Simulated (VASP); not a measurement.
TiH: density of states with TB-mBJ

TiH:

```xyz
4
Lattice="3.0998 0.0000 0.0000 -1.5499 2.6845 0.0000 0.0000 0.0000 5.6697" Properties=species:S:1:pos:R:3 pbc="T T T"
Ti    0.0000    0.0000    2.8349
Ti    0.0000    0.0000    0.0000
H     0.0000    1.7897    1.4174
H     1.5499    0.8948    4.2523
```

The cell comes from a database or a generator and needn't be the stable form of this composition.

The cell isn't the ideal one: volume scaled by 1.25.

| Item | Value |
| --- | --- |
| Program | VASP 6.6.1 |
| Task | density of states |
| Functional | TB-mBJ |
| Potentials or basis | VASP PAW PBE potentials, release 64 (Ti_pv, H) |
| Cutoff | 520 eV |
| k mesh | 11 × 11 × 5 |
| Occupations | tetrahedron |
| Spin | no spin polarisation |
| Further INCAR settings | ALGO = Normal; EDIFF = 1e-07; NBANDS = 19 |

```
Band gap on the k mesh                                : none (metal or under the smearing width)
Valence electrons inside the program's atomic spheres : Ti 8.49; H 0.53
```

Levels at points of the mesh, in eV from the Fermi level:
```
           k point  band 7  band 8  band 9  band 10  band 11  band 12  band 13  band 14  band 15  band 16
(0.00, 0.00, 0.00)   -8.45   -5.56   -2.42    -1.46     0.31     0.31     0.78     0.78     1.42     1.42
```

States per cell in windows of 1 eV (zero at the Fermi level; states under -8 eV left out):
| from (eV) | total | Ti1_d | Ti2_d | H3_s | H4_s | Ti1_s | Ti2_s |
| --- | --- | --- | --- | --- | --- | --- | --- |
| -8.0 | 0.39 | 0.00 | 0.00 | 0.04 | 0.04 | 0.03 | 0.03 |
| -7.0 | 0.92 | 0.02 | 0.02 | 0.11 | 0.11 | 0.05 | 0.05 |
| -6.0 | 2.62 | 0.16 | 0.16 | 0.35 | 0.35 | 0.03 | 0.03 |
| -5.0 | 0.00 | 0.00 | 0.00 | 0.00 | 0.00 | 0.00 | 0.00 |
| -4.0 | 0.00 | 0.00 | 0.00 | 0.00 | 0.00 | 0.00 | 0.00 |
| -3.0 | 0.08 | 0.02 | 0.02 | 0.00 | 0.00 | 0.00 | 0.00 |
| -2.0 | 2.78 | 0.82 | 0.82 | 0.01 | 0.01 | 0.07 | 0.07 |
| -1.0 | 3.23 | 1.13 | 1.13 | 0.01 | 0.01 | 0.05 | 0.05 |
| 0.0 | 3.17 | 1.23 | 1.23 | 0.00 | 0.00 | 0.01 | 0.01 |
| 1.0 | 5.93 | 2.45 | 2.45 | 0.01 | 0.01 | 0.04 | 0.04 |
| 2.0 | 4.19 | 1.84 | 1.84 | 0.02 | 0.02 | 0.01 | 0.01 |
| 3.0 | 0.80 | 0.29 | 0.29 | 0.02 | 0.02 | 0.01 | 0.01 |
| 4.0 | 1.65 | 0.37 | 0.37 | 0.04 | 0.04 | 0.12 | 0.12 |
| 5.0 | 0.30 | 0.06 | 0.06 | 0.02 | 0.02 | 0.02 | 0.02 |
| 6.0 | 0.00 | 0.00 | 0.00 | 0.00 | 0.00 | 0.00 | 0.00 |

Wall time 2 min on 1 thread of AMD EPYC 7R43 64-Core Processor (Zen 3), with other jobs on the host, peak memory 0.16 GiB.
